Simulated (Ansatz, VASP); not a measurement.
**AlP3 in VASP and in Ansatz**

```
CELL_PARAMETERS angstrom
3.92013 0.00000 0.00000
0.00000 3.92013 0.00000
0.00000 0.00000 3.92013
ATOMIC_POSITIONS crystal
Al 0.00000 0.00000 0.00000
P 0.00000 0.50000 0.50000
P 0.50000 0.00000 0.50000
P 0.50000 0.50000 0.00000
```

Alike in both runs: functional PBE; k mesh 10 × 10 × 10; occupations gaussian, width 0.1 eV; no spin polarisation.

Ansatz relaxed the structure, and its values are those at the end. VASP's run is a single point on that final structure, the one shown.

```csv
,VASP,Ansatz
version,VASP 6.6.1,Ansatz 0.2.0
potentials or method,"VASP PAW PBE potentials, release 64 (Al, P)","scalar-relativistic, plane waves, PAW"
plane-wave cutoff (eV),520,420
valence electrons in the cell,18,18
```

|  | VASP | Ansatz | Ansatz less VASP |
| --- | --- | --- | --- |
| gap on the k mesh at the Fermi level (eV) | none | none | - |
| pressure (GPa) | -0.1 | 0.0 | +0.13 |

A gap of «none» marks a metal or a gap that the smearing closes.
